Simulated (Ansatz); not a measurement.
# Random rock-salt alloy of NbN and ZrN: a scan of the volume by script

The script changes the volume step by step and solves each geometry.

Method: Kohn-Sham DFT, revPBE, PAW set soft_1, plane waves, in Ansatz 0.2.0.

**1. The starting structure**

The cell holds 64 atoms: 16 Nb, 32 N and 16 Zr. Cell: a = 8.967 Å, b = 8.967 Å, c = 8.967 Å, α = 90.0°, β = 90.0°, γ = 90.0°. Rock-salt NbN, 2 x 2 x 2 conventional cells, 16 of 32 Nb sites given to Zr at random (x = 0.500), lattice by Vegard's rule (a = 4.484 A); displaced by a Gaussian of 0.02 A.

**2. Running it**

ASE makes the structure inside the script; the seeds are typed, so the same atoms come back each time. The 2×2×2 mesh is chosen so that along the periodic directions points times cell width come to 17.9 Å or more. A smearing of 0.05 eV is typed, narrow for a metal. The PAW files are read from a folder beside the script (Ansatz's set soft_1), and the density starts from superposed atoms. These files were made with PBE and serve the other functionals as an approximation. The atoms are relaxed first, so that the scan starts at or near a minimum at this cell. The cell is scaled with the atoms at fixed fractional positions, and a Birch–Murnaghan curve is fitted.

File scan.py:

```python
import time
import warnings
import numpy as np
from ase.build import bulk
from ase.eos import EquationOfState
from ase.units import GPa
import ansatz as az

warnings.simplefilter("ignore", az.DeckWarning)
u = bulk('NbN', 'rocksalt', a=4.4835, cubic=True)
atoms = u.repeat([2, 2, 2])
rng = np.random.default_rng(250)
sites = rng.permutation([a.index for a in atoms if a.symbol == 'Nb'])
new = ['Zr'] * 16
for k, e in zip(sites, new): atoms[k].symbol = e
atoms.rattle(0.02, seed=250)
atoms.wrap()
print("formula", atoms.get_chemical_formula(mode="reduce") if len(atoms) < 20 else atoms.get_chemical_formula())
print("cell (A, deg)", np.round(atoms.cell.cellpar(), 3))

def setup(atoms):
    return (
        az.Crystal.from_ase(atoms)
        .calculation()
        .functional("revpbe")
        .pseudopotentials("paw", azcp={"folder": "./paw"}, xc_functional="pbe")
        .basis(420)
        .kpoints(2, 2, 2)
        .occupations("fermi_dirac", width=0.05)
    )

def gap_of(report):
    e = np.concatenate(report["eigenvalues_ev"]); f = np.concatenate(report["occupations"])
    f = f / f.max()  # a half-filled level counts on both sides, so the gap is then zero
    return e[f > 0.3].max(), e[f < 0.7].min()

def relaxed(atoms):
    steps = []
    calc = setup(atoms).relax(force_tolerance=0.03, max_steps=52).forces()
    keep = lambda event: steps.append(event["data"]) if event["event"] == "relax_step" and event["data"].get("accepted", True) else None
    try:
        az.Session.from_yaml(calc.to_yaml()).plan(threads=4).execute(on_event=keep)
    except az.NonConvergedError as error:
        print("relaxation stopped at the step limit:", str(error).split(". ")[0])
    final = atoms.copy()
    final.set_cell(steps[-1].get("cell_ang", atoms.cell))
    final.positions = steps[-1]["positions_ang"]
    print(f"{len(steps)} steps, energy change {steps[-1]['lagrangian_ev'] - steps[0]['lagrangian_ev']:+.3f} eV, largest force component {steps[-1]['allowed_force_max_ev_ang']:.3f} eV/A", flush=True)
    return final

start = time.time()
start_cell = relaxed(atoms)
start_cell.set_constraint()
print(f"relaxed first, in {time.time() - start:.0f} s")

rows = []
for x in [0.99, 1.02, 1.05, 1.08, 1.11, 1.14, 1.17]:
    a = start_cell.copy()
    a.set_cell(a.cell[:] * x ** (1 / 3), scale_atoms=True)
    try:
        r = setup(a).forces().stress().band_table().run(threads=4).report
    except az.AnsatzError as error:
        print(x, 'failed:', str(error)[:110])
        continue
    print(x, f"F = {r['free_energy_ev']:.4f} eV after {r['n_iterations']} iterations", flush=True)
    homo, lumo = gap_of(r)
    rows.append((x, r['free_energy_ev'], np.sqrt(np.mean(np.square(r['forces_ev_ang']))), max(lumo - homo, 0), np.trace(r['stress_gpa']) / 3))
low = min(e for _, e, *_ in rows)
print("      V/V0  E - Emin (meV/atom)  rms force (eV/A)  gap (eV)  P (GPa)")
for x, e, f, gap, p in rows:
    print(f"{x:10.3f} {1000 * (e - low) / len(atoms):20.2f} {f:17.3f} {gap:9.3f} {p:8.2f}")
eos = EquationOfState([x * atoms.get_volume() for x, *_ in rows], [e for _, e, *_ in rows], "birchmurnaghan")
v0, e0, b0 = eos.fit()
print(f"fit with the ions carried along unrelaxed: V0 = {v0 / len(atoms):.3f} A^3/atom ({v0 / atoms.get_volume():.3f} of the start), B0 = {b0 / GPa:.1f} GPa")
```

Run with:

```console
python scan.py
```

Output:

```text
formula N32Nb16Zr16
cell (A, deg) [ 8.967  8.967  8.967 90.    90.    90.   ]
7 steps, energy change -1.196 eV, largest force component 0.028 eV/A
relaxed first, in 360 s
0.99 F = -152341.6734 eV after 11 iterations
1.02 F = -152342.5030 eV after 10 iterations
1.05 F = -152342.2349 eV after 10 iterations
1.08 F = -152341.0403 eV after 10 iterations
1.11 F = -152339.0444 eV after 11 iterations
1.14 F = -152336.3721 eV after 11 iterations
1.17 F = -152333.1193 eV after 11 iterations
      V/V0  E - Emin (meV/atom)  rms force (eV/A)  gap (eV)  P (GPa)
     0.990                12.96             0.017     0.000    10.61
     1.020                 0.00             0.027     0.000     1.87
     1.050                 4.19             0.062     0.000    -5.59
     1.080                22.86             0.094     0.000   -11.97
     1.110                54.04             0.123     0.000   -17.42
     1.140                95.80             0.148     0.000   -22.07
     1.170               146.62             0.171     0.000   -26.02
fit with the ions carried along unrelaxed: V0 = 11.571 A^3/atom (1.027 of the start), B0 = 266.5 GPa
```

Wall time 14 min (4 threads of Arm Neoverse V1, shared host); peak memory 5.9 GiB.

**3. Summary of results**

- lowest point of the scan: 1.02 times the starting volume
- energy range: 147 meV/atom
- fitted volume: 11.571 Å³/atom
- fitted bulk modulus, ions unrelaxed: 266.5 GPa

In words: The lowest of the points computed is at 1.02 times the starting volume; the scan spans 147 meV/atom. With the ions carried along unrelaxed the modulus tends to lie above the relaxed one. Bands overlap or touch in every run, so the cell is a metal at this level and any non-zero gap printed is a spacing between sampled levels. A metal needs a dense mesh, and this one wasn't tested.

[Logs are printed without paths, hosts, clocks, repeated set-up lines and the standing remarks that a program may print on its own settings, such as how far it seeks lower states.]

[Hosts, paths, dates, database ids (printed as entryN), source tags and the programs' standing remarks are cut or masked in the printed files.]

[Scripts of this kind were picked in part by their result: those with far moves, changed bonds, near-zero gaps or large misses at database cells are mostly left out.]
